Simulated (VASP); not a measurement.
The system is Ni.

```
Ni
1.0
     0.00000    1.73757    1.73757
     1.73757    0.00000    1.73757
     1.73757    1.73757    0.00000
Ni
1
Direct
  0.00000 0.00000 0.00000
```

| Item | Value |
| --- | --- |
| Program | VASP 6.6.1 |
| Task | single point |
| Functional | PBE |
| Potentials or basis | VASP PAW PBE potentials, release 64 (Ni) |
| Cutoff | 520 eV |
| k mesh | 13 × 13 × 13 |
| Occupations | fermi-dirac, width 0.05 eV |
| Spin | collinear spin, ferromagnetic start |
| Starting moments | [1.0] μB |

On this cell: pressure 7.9 GPa; net moment 0.62 μB per cell; site moments Ni +0.63 μB; band gap on the k mesh none (metal or under the smearing width).

The same run follows on a disturbed copy (cell strained at random at fixed volume):

```
Ni
1.0
     0.01655    1.75725    1.76824
     1.71912    0.01633    1.76846
     1.71447    1.75283    0.02098
Ni
1
Direct
  0.00651 0.01144 0.96710
```

Question: What changes?

Answer: The energy (extrapolated to zero smearing) moves by +3.3 meV/atom; pressure 8.0 GPa; net moment 0.62 μB per cell; site moments Ni +0.63 μB; band gap on the k mesh none (metal or under the smearing width).

Stress tensor (GPa, compression positive):
```
 9.97 -1.11 -1.89
-1.11  7.44 -1.57
-1.89 -1.57  6.63
```
